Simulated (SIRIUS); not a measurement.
**PtSe2 (Sudovikovite) in SIRIUS: the effect of potentials**

PtSe2 (Sudovikovite):

```
Pt Se
1.0
     3.72400    0.00000    0.00000
    -1.86200    3.22508    0.00000
     0.00000    0.00000    5.06200
Pt Se
1 2
Cartesian
  0.0000 0.0000 0.0000
  1.8620 1.0750 3.7965
  0.0000 2.1501 1.2655
```

Alike in all runs:

* Program: SIRIUS 7.12.0
* Task: single point
* Functional: PBE
* k mesh: 4 × 4 × 3
* Occupations: fermi-dirac, width 0.05 eV
* Spin: no spin polarisation

| potentials | cutoff | pressure (GPa) | largest force (eV/Å) |
| --- | --- | --- | --- |
| PseudoDojo 0.4.1 PBE standard (scalar relativistic) | 1177 eV | 6.9 | 0.50 |
| GBRV 1.5 PBE (ultrasoft) | 557 eV | 6.5 | 0.50 |
| in-house norm-conserving set, PBE (scalar relativistic) | 1177 eV | 7.0 | 0.51 |
| PseudoDojo 0.5 PBE stringent (scalar relativistic) | 1416 eV | 7.0 | 0.48 |
| PseudoDojo 0.5 PBE standard (scalar relativistic) | 1177 eV | 6.9 | 0.50 |
| PseudoDojo 0.4 PBE stringent (scalar relativistic) | 1416 eV | 7.0 | 0.48 |
| SG15 1.2 PBE (norm-conserving) | 1177 eV | ? | ? |

**Question.** What does the run with potentials SG15 1.2 PBE (norm-conserving) give?

**Answer.** Pressure 7.1 GPa; largest force 0.52 eV/Å.

Caveats: all runs use coarse meshes.

The runs don't all hold the same shells in valence.
